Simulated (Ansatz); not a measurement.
Write the native input for Ansatz 0.2.0 that does the following.

- Task: single point
- Functional: PBEsol
- Potentials or basis: Ansatz PAW
- Cutoff: 420 eV (not typed: the program's choice for these potentials)
- k mesh: 11 × 11 × 11
- Occupations: fermi-dirac, width 0.05 eV
- Spin: collinear spin, ferromagnetic start
- Starting moments: [4.0, 0.0, 0.0] μB

The system is MnO2.

```
Mn O
1.0
     1.42843    0.82471    4.58393
    -1.42843    0.82471    4.58393
     0.00000   -1.64941    4.58393
Mn O
1 2
Direct
  0.00000 0.00000 0.00000
  0.73564 0.73564 0.73564
  0.26436 0.26436 0.26436
```

Measurements of this composition are mostly on another form, of space group No. 136.

These files were run (other wordings do the same):

input.yaml

```yaml
crystal:
  lattice:
    - [1.4284348394, 0.824707239, 4.5839315268]
    - [-1.4284348394, 0.824707239, 4.5839315268]
    - [0.0, -1.6494144781, 4.5839315268]
  atoms:
    - { symbol: Mn, position: [0.0, 0.0, 0.0], spin: 4.0 }
    - { symbol: O, position: [0.73563551, 0.73563551, 0.73563551] }
    - { symbol: O, position: [0.26436449, 0.26436449, 0.26436449] }
hamiltonian:
  xc: pbesol
  pseudopotentials: { kind: paw }
magnetization:
  spin_polarized: true
kpoints:
  mp_grid: { grid: [11, 11, 11] }
scf:
  occupations: { method: fermi_dirac, width: 0.05 }
output:
  forces: true
  stress: true
  eigenvalues: true
```

Potentials or basis: Ansatz PAW.

Launch:

```sh
$ ansatz run input.yaml --threads 2 --pin off --max-ram 5632MiB --backend cpu --events-out ev --progress --plain --runs-dir out
```

Results of the run:

| Property | Result |
| --- | --- |
| Pressure | -2.0 GPa |
| Largest force | 0.163 eV/Å |
| Band gap on the k mesh | 0.77 eV, indirect (least direct gap 0.83 eV) |
| Net moment | 3.00 μB per cell |
| Absolute moment | 3.04 μB per cell |
| Site moments | Mn +2.49; O +0.05 μB |

Caveat: odd divisions of the mesh miss points on the zone boundary, where band edges often lie, so the gap on the mesh can be too wide; the pressure holds a Pulay correction of +0.8 GPa for the finite cutoff; a cell with one magnetic atom can't hold antiferromagnetic order, which such compounds often take; the PAW data sets come from PBE, with cores solved anew for the run's functional, which leaves a small shift of forces and pressure.

Wall time 6.2 s on 2 threads of Arm Neoverse V2 (shared host), peak memory 0.42 GiB.
